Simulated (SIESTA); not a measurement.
Cu2O (Cuprite):

```xyz
6
Lattice="4.2600 0.0000 0.0000 0.0000 4.2600 0.0000 0.0000 0.0000 4.2600" Properties=species:S:1:pos:R:3 pbc="T T T"
Cu    3.1950    1.0650    3.1950
Cu    3.1950    3.1950    1.0650
Cu    1.0650    3.1950    3.1950
Cu    1.0650    1.0650    1.0650
O     2.1300    2.1300    2.1300
O     0.0000    0.0000    0.0000
```

Base run:

| Item | Value |
| --- | --- |
| Program | SIESTA 5.4.2 |
| Functional | vdW-DF |
| Potentials or basis | PseudoDojo 0.4 standard (PBE files) |
| Basis | DZP (energy shift 0.002 Ry) |
| Grid cutoff | 800 Ry |
| Energy shift | 0.002 Ry |
| k mesh | 6 × 6 × 6 |
| Occupations | fermi-dirac, width 0.05 eV |
| Spin | no spin polarisation |

Its results: band gap on the k mesh 0.60 eV, direct; pressure 10.5 GPa.

After a change of settings the same cell gave: band gap on the k mesh 0.49 eV, direct; pressure -0.3 GPa. Which change was it?
A. functional from vdW-DF to WC; potentials or basis from PseudoDojo 0.4 standard (PBE files) to PseudoDojo 0.4 standard (PBEsol files)
B. functional from vdW-DF to BLYP
C. functional from vdW-DF to PW86PBE
D. functional from vdW-DF to vdW-DF-cx

D.

Caveats: semicore shells carry a single zeta, which can move pressures by several GPa and volumes by a few percent; the potentials were made for another functional, which shifts forces and pressure; the basis of atomic orbitals isn't converged, which shifts pressures, moduli and gaps.

Runs at the PBE level aren't shown here.
